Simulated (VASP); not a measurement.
# Cd2O (P4_2/nmc) in VASP: further runs

The runs below take Cd2O through single point, with r2SCAN.

All numbers are computed with VASP 6.6.1; they aren't measurements. Logs are shortened: lines on timing, memory, paths and dates and some standing lists are left out, and cuts for length are marked.

## Step 1: The structure

Symmetry: P4_2/nmc, No. 137, tetragonal system. The conventional cell has a = 3.277 Å, b = 3.277 Å, c = 9.905 Å, α = 90.00°, β = 90.00°, γ = 90.00°. Cd (site symmetry 2mm) has 2 O at 2.21 Å as nearest neighbours. O (site symmetry -4m2) is surrounded by 4 Cd at 2.21 Å.

The cell was built by a generator and needn't be a form met in nature.

## Step 2: Single point, r2SCAN

POSCAR

```
Cd2O
1.0
    3.2773738195      0.0000000000      0.0000000000
    0.0000000000      3.2773738195      0.0000000000
    0.0000000000      0.0000000000      9.9052552961
Cd O
4 2
Direct
    0.0000000000      0.5000000000      0.1492077848
    0.0000000000      0.5000000000      0.6492077848
    0.5000000000      0.0000000000      0.3507922152
    0.5000000000      0.0000000000      0.8507922152
    0.0000000000      0.0000000000      0.0000000000
    0.5000000000      0.5000000000      0.5000000000
```

INCAR.step1

```
SYSTEM = Cd2O
PREC = Accurate
ENCUT = 520
ISMEAR = 0
SIGMA = 0.1
LREAL = .False.
LASPH = .True.
NELM = 100
NBANDS = 39
GGA = PE
ALGO = Normal
EDIFF = 1E-4
LWAVE = .True.
LCHARG = .False.
```

INCAR.step2

```
SYSTEM = Cd2O
PREC = Accurate
ENCUT = 520
EDIFF = 1E-6
ISMEAR = 0
SIGMA = 0.1
LREAL = .False.
LASPH = .True.
NELM = 100
ALGO = Normal
ISIF = 2
LWAVE = .False.
LCHARG = .False.
METAGGA = R2SCAN
LMIXTAU = .True.
NBANDS = 39
ISTART = 1
```

KPOINTS

```
Automatic mesh
0
Gamma
  6 6 2
  0 0 0
```

Potentials or basis: VASP PAW PBE potentials, release 64 (Cd, O).

Run with:

```console
$ cat potpaw_PBE.64/Cd/POTCAR potpaw_PBE.64/O/POTCAR > POTCAR
$ cp INCAR.step1 INCAR
$ mpirun -np 1 vasp_std > vasp.out
$ cp INCAR.step2 INCAR
$ mpirun -np 1 vasp_std > vasp.out
```

OUTCAR:

```text
SYSTEM = Cd2O
   PREC = Accurate
   ENCUT = 520
   EDIFF = 1E-6
   ISMEAR = 0
   LREAL = .False.
   LASPH = .True.
   NELM = 100
   ISIF = 2
   METAGGA = R2SCAN
   ISTART = 1

 ion  position               nearest neighbor table
   1  0.000  0.500  0.149-   5 2.21   5 2.21   3 3.06   3 3.06   3 3.06   3 3.06   4 3.76   4 3.76
                             4 3.76   4 3.76
   2  0.000  0.500  0.649-   6 2.21   6 2.21   4 3.06   4 3.06   4 3.06   4 3.06   3 3.76   3 3.76
                             3 3.76   3 3.76
   3  0.500  0.000  0.351-   6 2.21   6 2.21   1 3.06   1 3.06   1 3.06   1 3.06   2 3.76   2 3.76
                             2 3.76   2 3.76
   4  0.500  0.000  0.851-   5 2.21   5 2.21   2 3.06   2 3.06   2 3.06   2 3.06   1 3.76   1 3.76
                             1 3.76   1 3.76
   5  0.000  0.000  0.000-   1 2.21   4 2.21   1 2.21   4 2.21
   6  0.500  0.500  0.500-   2 2.21   3 2.21   3 2.21   2 2.21

  LATTYP: Found a simple tetragonal cell.
 ALAT       =     3.2773738195
 C/A-ratio  =     3.0223147684

  Lattice vectors:

 A1 = (   3.2773738195,   0.0000000000,   0.0000000000)
 A2 = (   0.0000000000,   3.2773738195,   0.0000000000)
 A3 = (   0.0000000000,   0.0000000000,   9.9052552961)

Analysis of symmetry for initial positions (statically):
=====================================================================
 Subroutine PRICEL returns:
 Original cell was already a primitive cell.

 Routine SETGRP: Setting up the symmetry group for a
 simple tetragonal supercell.

 Subroutine GETGRP returns: Found 16 space group operations
 (whereof  8 operations were pure point group operations)
 out of a pool of 16 trial point group operations.

The static configuration has the point symmetry D_2d.
 The point group associated with its full space group is D_4h.

Analysis of symmetry for dynamics (positions and initial velocities):
=====================================================================
 Subroutine PRICEL returns:
 Original cell was already a primitive cell.

 Routine SETGRP: Setting up the symmetry group for a
 simple tetragonal supercell.

 Subroutine GETGRP returns: Found 16 space group operations
 (whereof  8 operations were pure point group operations)
 out of a pool of 16 trial point group operations.

The dynamic configuration has the point symmetry D_2d.
 The point group associated with its full space group is D_4h.

 Subroutine INISYM returns: Found 16 space group operations
 (whereof  8 operations are pure point group operations),
 and found     1 'primitive' translations

----------------------------------------------------------------------------------------

                                     Primitive cell

  volume of cell :     106.3941

  direct lattice vectors                    reciprocal lattice vectors
     3.277373820  0.000000000  0.000000000     0.305122350  0.000000000  0.000000000
     0.000000000  3.277373820  0.000000000     0.000000000  0.305122350  0.000000000
     0.000000000  0.000000000  9.905255296     0.000000000  0.000000000  0.100956509

  length of vectors
     3.277373820  3.277373820  9.905255296     0.305122350  0.305122350  0.100956509

  position of ions in fractional coordinates (direct lattice)
     0.000000000  0.500000000  0.149207785
     0.000000000  0.500000000  0.649207785
     0.500000000  0.000000000  0.350792215
     0.500000000  0.000000000  0.850792215
     0.000000000  0.000000000  0.000000000
     0.500000000  0.500000000  0.500000000

  ion indices of the primitive-cell ions
   primitive index   ion index
                 1           1
                 2           2
                 3           3
                 4           4
                 5           5
                 6           6

----------------------------------------------------------------------------------------

 KPOINTS: Automatic mesh

Automatic generation of k-mesh.
 Grid dimensions read from file:
 generate k-points for:    6    6    2

 Generating k-lattice:

  Cartesian coordinates                     Fractional coordinates (reciprocal lattice)
     0.050853725  0.000000000  0.000000000     0.166666667  0.000000000  0.000000000
     0.000000000  0.050853725  0.000000000     0.000000000  0.166666667  0.000000000
     0.000000000  0.000000000  0.050478255     0.000000000  0.000000000  0.500000000

  Length of vectors
     0.050853725  0.050853725  0.050478255

  Shift w.r.t. Gamma in fractional coordinates (k-lattice)
     0.000000000  0.000000000  0.000000000

 Subroutine IBZKPT returns following result:
 ===========================================

 Found     20 irreducible k-points:

 Following reciprocal coordinates:
            Coordinates               Weight
  0.000000  0.000000  0.000000      1.000000
  0.166667  0.000000  0.000000      4.000000
  0.333333  0.000000  0.000000      4.000000
  0.500000  0.000000  0.000000      2.000000
  0.166667  0.166667  0.000000      4.000000
[... 36 lines left out ...]
   EFERMI =   0.00;   METHOD = LEGACY
   ISMEAR =     0;   SIGMA  =   0.10  broadening in eV -4-tet -1-fermi 0-gaus
   EFERMI_NEDOS =   21; number of points for ismear=-14 and -15
   IALGO  =     38    algorithm
   IMIX   =      4    mixing-type and parameters
     AMIX     =   0.40;   BMIX     =  1.00
     AMIX_MAG =   1.60;   BMIX_MAG =  1.00
  volume/ion in A,a.u.               =      17.73       119.66
  Fermi-wavevector in a.u.,A,eV,Ry     =   1.352548  2.555945 24.890311  1.829386
  Thomas-Fermi vector in A             =   2.479878
   LORBIT       =      0    0 simple, 1 ext, 2 COOP (PROOUT), +10 PAW based schemes
   METAGGA = R2SCAN    functional components
   LHFCALC =     F    Hartree Fock is set to
   AEXX    =    0.0000 exact exchange contribution
   IVDW    =     0    specifies the selected vdW correction
   LEPSILON=     F    determine dielectric tensor
   LRPA    =     F    only Hartree local field effects (RPA)
 non-spin polarized calculation
 Gauss-broadening in eV      SIGMA  =   0.10
  energy-cutoff  :      520.00
  volume of cell :      106.39
 maximum number of plane-waves:      2904
   NGX = 13   NGY = 13   NGZ = 37

 number of electron      59.9999976 magnetization

 Free energy of the ion-electron system (eV)
  ---------------------------------------------------
  ext. energy  EPLUGINS =         0.00000000
  ---------------------------------------------------
  free energy    TOTEN  =       -96.23328637 eV

  energy without entropy =      -96.22185938  energy(sigma->0) =      -96.22757288

 E-fermi :   2.2095     XC(G=0): -11.3351

 val. band max:        2.1835132302   @ k =   0.5000   0.3333   0.5000
 cond. band min:       2.2610972419   @ k =   0.5000   0.3333   0.0000
 fundamental gap:      0.0775840116
 Fermi energy:         2.2095326899

 k-point     1 :       0.0000    0.0000    0.0000
  band No.  band energies     occupation
      1     -17.0173      2.00000
      2     -16.9926      2.00000
      3      -7.5240      2.00000
      4      -7.1933      2.00000
      5      -7.1500      2.00000
      6      -7.0973      2.00000
[... 31 lines left out ...]
     38      12.1219      0.00000
     39      12.4551      0.00000

 k-point     2 :       0.1667    0.0000    0.0000
  band No.  band energies     occupation
      1     -16.9732      2.00000
      2     -16.9543      2.00000
      3      -7.4112      2.00000
      4      -7.2777      2.00000
      5      -7.0382      2.00000
      6      -6.9922      2.00000
[... 31 lines left out ...]
     38      11.6193      0.00000
     39      12.3528      0.00000

 k-point     3 :       0.3333    0.0000    0.0000
  band No.  band energies     occupation
      1     -16.8851      2.00000
      2     -16.8773      2.00000
      3      -7.3485      2.00000
      4      -7.1723      2.00000
      5      -7.1011      2.00000
      6      -6.9017      2.00000
[... 664 lines left out ...]
 k-point    19 :       0.5000    0.3333    0.5000
  band No.  band energies     occupation
      1     -16.7364      2.00000
      2     -16.7364      2.00000
      3      -7.2752      2.00000
      4      -7.2752      2.00000
      5      -7.0617      2.00000
      6      -7.0617      2.00000
[... 31 lines left out ...]
     38       8.6168      0.00000
     39       9.8415      0.00000

 k-point    20 :       0.5000    0.5000    0.5000
  band No.  band energies     occupation
      1     -16.7020      2.00000
      2     -16.7020      2.00000
      3      -7.2633      2.00000
      4      -7.2633      2.00000
      5      -7.1836      2.00000
      6      -7.1836      2.00000
[... 31 lines left out ...]
     38       9.6400      0.00000
     39       9.9873      0.00000

------------------------ aborting loop because EDIFF is reached ----------------------------------------

  FORCE on cell =-STRESS in cart. coord.  units (eV):
  Direction    XX          YY          ZZ          XY          YZ          ZX
  --------------------------------------------------------------------------------------
  -------------------------------------------------------------------------------------
  Total        0.5232532      0.5232532      1.0517738      0.0000000      0.0000000      0.0000000
  in kB        7.8796126      7.8796126     15.8385456      0.0000000      0.0000000      0.0000000
  external PRESSURE =      10.5325903 kB  Pullay stress =       0.0000000 kB

 VOLUME and BASIS-vectors are now :
 -----------------------------------------------------------------------------
  energy-cutoff  :      520.00
  volume of cell :      106.39
      direct lattice vectors                 reciprocal lattice vectors
     3.277373820  0.000000000  0.000000000     0.305122350  0.000000000  0.000000000
     0.000000000  3.277373820  0.000000000     0.000000000  0.305122350  0.000000000
     0.000000000  0.000000000  9.905255296     0.000000000  0.000000000  0.100956509

 POSITION                                       TOTAL-FORCE (eV/Angst)
 -----------------------------------------------------------------------------------
      0.00000      1.63869      1.47794        -0.000000      0.000000      0.099137
      0.00000      1.63869      6.43057        -0.000000     -0.000000      0.099137
      1.63869      0.00000      3.47469        -0.000000     -0.000000     -0.099137
      1.63869      0.00000      8.42731         0.000000     -0.000000     -0.099137
      0.00000      0.00000      0.00000        -0.000000      0.000000      0.000000
      1.63869      1.63869      4.95263         0.000000     -0.000000      0.000000
 -----------------------------------------------------------------------------------
    total drift:                                0.000000      0.000000      0.000000

  FREE ENERGIE OF THE ION-ELECTRON SYSTEM (eV)
  ---------------------------------------------------
  free  energy   TOTEN  =       -96.2332863710 eV

  energy  without entropy=      -96.2218593803  energy(sigma->0) =      -96.22757288
```

It took 3.1 min on 1 thread of Intel Xeon Platinum 8259CL at 2.50GHz (Skylake/Cascade Lake), shared host; peak memory 0.24 GiB.

What came out:

```
Free energy            : -96.2333 eV
Pressure               : 1.1 GPa
Largest force          : 0.099 eV/Å
Band gap on the k mesh : none (metal or under the smearing width)
```

Forces in eV/Å, atoms in the order of the input:
```
Cd   0.000  0.000  0.099
Cd   0.000  0.000  0.099
Cd   0.000  0.000 -0.099
Cd   0.000  0.000 -0.099
O    0.000  0.000  0.000
O    0.000  0.000  0.000
```

Caveat: the PAW data sets were made with another functional, which shifts forces and pressure a little.

## Step 3: Single point, r2SCAN

This run uses another cell than the first one, of 19.68 Å³/atom, 1.110 times its volume.

POSCAR

```
Cd2O
1.0
    4.3446361841      0.0000000000      0.0000000000
    0.0000000000      4.3446361841      0.0000000000
    0.0000000000      0.0000000000      6.2546040225
Cd O
4 2
Direct
    0.0000000000      0.5000000000      0.2030000000
    0.0000000000      0.5000000000      0.7030000000
    0.5000000000      0.0000000000      0.2970000000
    0.5000000000      0.0000000000      0.7970000000
    0.0000000000      0.0000000000      0.0000000000
    0.5000000000      0.5000000000      0.5000000000
```

INCAR.step1

```
PREC = Accurate
ENCUT = 520
ISMEAR = 0
SIGMA = 0.1
LREAL = F
LASPH = T
NELM = 100
NBANDS = 39
GGA = PE
ALGO = Normal
EDIFF = 1E-4
LWAVE = T
LCHARG = F
```

INCAR.step2

```
PREC = Accurate
ENCUT = 520
EDIFF = 1E-6
ISMEAR = 0
SIGMA = 0.1
LREAL = F
LASPH = T
NELM = 100
ALGO = Normal
ISIF = 2
LWAVE = F
LCHARG = F
METAGGA = R2SCAN
LMIXTAU = T
NBANDS = 39
ISTART = 1
```

KPOINTS

```
Automatic mesh
0
Gamma
  4 4 4
```

Potentials or basis: VASP PAW PBE potentials, release 64 (Cd, O).

Run with:

```console
$ cat potpaw_PBE.64/Cd/POTCAR potpaw_PBE.64/O/POTCAR > POTCAR
$ cp INCAR.step1 INCAR
$ mpirun -np 1 vasp_std > vasp.out
$ cp INCAR.step2 INCAR
$ mpirun -np 1 vasp_std > vasp.out
```

Run time: 3.3 min. Hardware: 1 thread of Intel Xeon Platinum 8559C (Emerald Rapids), shared host; peak memory 0.25 GiB.

It converged, with:

* Free energy: -93.9223 eV
* Pressure: -8.3 GPa
* Largest force: 0.280 eV/Å
* Band gap on the k mesh: none (metal or under the smearing width)

Forces in eV/Å, atoms in the order of the input:
```
Cd   0.000  0.000 -0.280
Cd   0.000  0.000 -0.280
Cd   0.000  0.000  0.280
Cd   0.000  0.000  0.280
O    0.000  0.000  0.000
O    0.000  0.000  0.000
```

Stress tensor (GPa, compression positive):
```
-8.78  0.00  0.00
 0.00 -8.78  0.00
 0.00  0.00 -7.20
```

Levels at points of the mesh, in eV from the Fermi level:
| k point | band 26 | band 27 | band 28 | band 29 | band 30 | band 31 | band 32 | band 33 | band 34 | band 35 |
| --- | --- | --- | --- | --- | --- | --- | --- | --- | --- | --- |
| (0.00, 0.00, 0.00) | -4.50 | -3.50 | -3.50 | -3.38 | -0.95 | 0.27 | 0.66 | 3.47 | 3.47 | 3.74 |
| (0.50, 0.00, 0.00) | -4.64 | -3.81 | -3.81 | -1.89 | -1.89 | 0.39 | 0.39 | 1.71 | 1.71 | 4.90 |
| (0.50, 0.50, 0.00) | -4.54 | -4.44 | -4.44 | -0.89 | -0.89 | 0.42 | 0.42 | 0.42 | 0.42 | 3.59 |
| (0.00, 0.00, 0.50) | -4.02 | -3.91 | -3.91 | -2.55 | -2.55 | 1.44 | 1.44 | 3.38 | 3.38 | 3.64 |
| (0.50, 0.00, 0.50) | -3.77 | -3.77 | -3.77 | -2.94 | -2.94 | -0.04 | -0.04 | 4.39 | 4.39 | 4.51 |
| (0.50, 0.50, 0.50) | -5.29 | -4.71 | -4.71 | 0.37 | 0.37 | 0.37 | 0.37 | 0.70 | 0.70 | 1.42 |

Caveat: the k mesh is coarse (spacing up to 0.36 Å⁻¹), so the values aren't converged; the PAW data sets were made with another functional, which shifts forces and pressure a little.

## Step 4: Single point, r2SCAN

This run uses another cell than the first one, of 17.58 Å³/atom, 0.991 times its volume.

POSCAR

```
Cd2O
1.0
    3.2910774251      0.0000000000      0.0000000000
    0.0000000000      3.2910774251      0.0000000000
    0.0000000000      0.0000000000      9.7379090439
Cd O
4 2
Direct
    0.0000000000      0.5000000000      0.1512614732
    0.0000000000      0.5000000000      0.6512614732
    0.5000000000      0.0000000000      0.3487385268
    0.5000000000      0.0000000000      0.8487385268
    0.0000000000      0.0000000000      0.0000000000
    0.5000000000      0.5000000000      0.5000000000
```

INCAR.step1

```
PREC     = Accurate       # precision mode
ENCUT    = 520            # plane-wave cutoff, eV
ISMEAR   = 0              # smearing method
SIGMA    = 0.1            # smearing width, eV
LREAL    = F              # projectors in reciprocal space
LASPH    = T              # aspherical terms in the spheres
NELM     = 100            # most SCF steps
NBANDS   = 39             # bands
GGA      = PE             # functional
ALGO     = Normal         # electronic algorithm
EDIFF    = 1E-4           # SCF threshold, eV
LWAVE    = T              # write WAVECAR
LCHARG   = F              # write CHGCAR
```

INCAR.step2

```
PREC     = Accurate       # precision mode
ENCUT    = 520            # plane-wave cutoff, eV
EDIFF    = 1E-6           # SCF threshold, eV
ISMEAR   = 0              # smearing method
SIGMA    = 0.1            # smearing width, eV
LREAL    = F              # projectors in reciprocal space
LASPH    = T              # aspherical terms in the spheres
NELM     = 100            # most SCF steps
ALGO     = Normal         # electronic algorithm
ISIF     = 2              # what is computed and relaxed
LWAVE    = F              # write WAVECAR
LCHARG   = F              # write CHGCAR
METAGGA  = R2SCAN         # meta-GGA
LMIXTAU  = T            
NBANDS   = 39             # bands
ISTART   = 1
```

KPOINTS

```
regular mesh
0
Gamma
  4 4 4
```

Run with:

```console
$ cat potpaw_PBE.64/Cd/POTCAR potpaw_PBE.64/O/POTCAR > POTCAR
$ cp INCAR.step1 INCAR
$ mpirun -np 1 vasp_std > vasp.out
$ cp INCAR.step2 INCAR
$ mpirun -np 1 vasp_std > vasp.out
```

It took 3.1 min on 1 thread of Intel Xeon Platinum 8559C (Emerald Rapids), shared host; peak memory 0.23 GiB.

Results (log left out):

```
Free energy            : -96.1927 eV
Pressure               : 1.2 GPa
Largest force          : 0.102 eV/Å
Band gap on the k mesh : none (metal or under the smearing width)
```

Forces on the atoms (eV/Å):
```
Cd   0.000  0.000  0.102
Cd   0.000  0.000  0.102
Cd   0.000  0.000 -0.102
Cd   0.000  0.000 -0.102
O    0.000  0.000  0.000
O    0.000  0.000  0.000
```

Stress tensor (GPa, compression positive):
```
0.99 0.00 0.00
0.00 0.99 0.00
0.00 0.00 1.67
```

Levels at points of the mesh, in eV from the Fermi level:
| k point | band 26 | band 27 | band 28 | band 29 | band 30 | band 31 | band 32 | band 33 | band 34 | band 35 |
| --- | --- | --- | --- | --- | --- | --- | --- | --- | --- | --- |
| (0.00, 0.00, 0.00) | -2.30 | -2.30 | -2.00 | -2.00 | -1.63 | -0.04 | 3.56 | 4.79 | 8.30 | 8.30 |
| (0.50, 0.00, 0.00) | -4.24 | -1.92 | -1.92 | -1.17 | -1.17 | -0.37 | -0.37 | 4.55 | 4.55 | 6.32 |
| (0.50, 0.50, 0.00) | -3.88 | -3.47 | -3.47 | 0.92 | 0.92 | 2.64 | 2.64 | 2.75 | 2.75 | 3.08 |
| (0.00, 0.00, 0.50) | -3.03 | -2.23 | -2.23 | -2.08 | -2.08 | 1.59 | 1.59 | 7.20 | 7.20 | 8.50 |
| (0.50, 0.00, 0.50) | -3.92 | -1.92 | -1.92 | -1.88 | -1.88 | 0.29 | 0.29 | 4.50 | 4.50 | 5.73 |
| (0.50, 0.50, 0.50) | -3.91 | -3.51 | -3.51 | 1.47 | 1.47 | 1.95 | 1.95 | 2.85 | 2.85 | 2.85 |

Caveat: the k mesh is coarse (spacing up to 0.48 Å⁻¹), so the values aren't converged; the PAW data sets were made with another functional, which shifts forces and pressure a little.

## Step 5: The runs side by side

| cell | k mesh | mesh quality | gap on the mesh (eV) | pressure (GPa) | largest force (eV/Å) |
| --- | --- | --- | --- | --- | --- |
| P4_2/nmc, 17.73 Å³/atom | 6 × 6 × 2 | not flagged | none | 1.1 | 0.10 |
| P4_2/nmc, 19.68 Å³/atom | 4 × 4 × 4 | coarse | none | -8.3 | 0.28 |
| P4_2/nmc, 17.58 Å³/atom | 4 × 4 × 4 | coarse | none | 1.2 | 0.10 |

Alike in all rows: task single point; level r2SCAN; potentials or basis VASP PAW PBE potentials, release 64 (Cd, O); no spin polarisation; cutoff (eV) 520; smearing gaussian 0.1 eV.

Caveats: some runs use coarse meshes; the PAW data sets were made with another functional, which shifts forces and pressure a little.

Total energies depend on the potentials used, so only differences within one code and one set of settings carry meaning.
